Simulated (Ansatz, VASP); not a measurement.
# Zn: VASP beside Ansatz

INCAR

```
SYSTEM = Zn
ALGO     = Normal         ! electronic algorithm
EDIFF    = 1E-7           ! SCF threshold, eV
ENCUT    = 520            ! plane-wave cutoff, eV
ISIF     = 2              ! what is computed and relaxed
ISMEAR   = 0              ! smearing method
LASPH    = .TRUE.         ! aspherical terms in the spheres
LCHARG   = .TRUE.         ! write CHGCAR
LELF     = .TRUE.         ! ELF
LREAL    = .FALSE.        ! projectors in reciprocal space
LVHAR    = .TRUE.       
LWAVE    = .FALSE.        ! write WAVECAR
NBANDS   = 12             ! bands
NELM     = 60             ! most SCF steps
PREC     = Accurate       ! precision mode
SIGMA    = 0.15           ! smearing width, eV
```

Contents of KPOINTS:

```
k-points
0
G
  22 22 22
  0 0 0
```

File POSCAR:

```
Zn
1.0
   -1.5690370000      1.5690370000      1.5690370000
    1.5690370000     -1.5690370000      1.5690370000
    1.5690370000      1.5690370000     -1.5690370000
Zn
1
Direct
    0.0000000000      0.0000000000      0.0000000000
```

Input for Ansatz:

```yaml
crystal:
  lattice:
    - [-1.569037, 1.569037, 1.569037]
    - [1.569037, -1.569037, 1.569037]
    - [1.569037, 1.569037, -1.569037]
  atoms:
    - { symbol: Zn, position: [0.0, 0.0, 0.0] }
basis:
  ecutwfc: 420
kpoints:
  mp_grid: { grid: [22, 22, 22] }
hamiltonian:
  xc: lda
scf:
  occupations: { method: gaussian, width: 0.15 }
output:
  forces: true
  stress: true
  eigenvalues: true
```

This isn't the form of Zn at room conditions, which is hcp.

Alike in both runs: task single point; functional LDA; k mesh 22 × 22 × 22; occupations gaussian, width 0.15 eV; no spin polarisation.

|  | VASP | Ansatz |
| --- | --- | --- |
| version | VASP 6.6.1 | Ansatz 0.2.0 |
| potentials or method | VASP PAW LDA potentials, release 64 (Zn) | scalar-relativistic, plane waves, PAW |
| plane-wave cutoff (eV) | 520 | 420 |
| valence electrons in the cell | 12 | 12 |

|  | VASP | Ansatz | Ansatz less VASP |
| --- | --- | --- | --- |
| gap on the k mesh at the Fermi level (eV) | none | none | - |
| pressure (GPa) | -7.9 | -8.2 | -0.37 |

A gap of «none» marks a metal or a gap that the smearing closes.
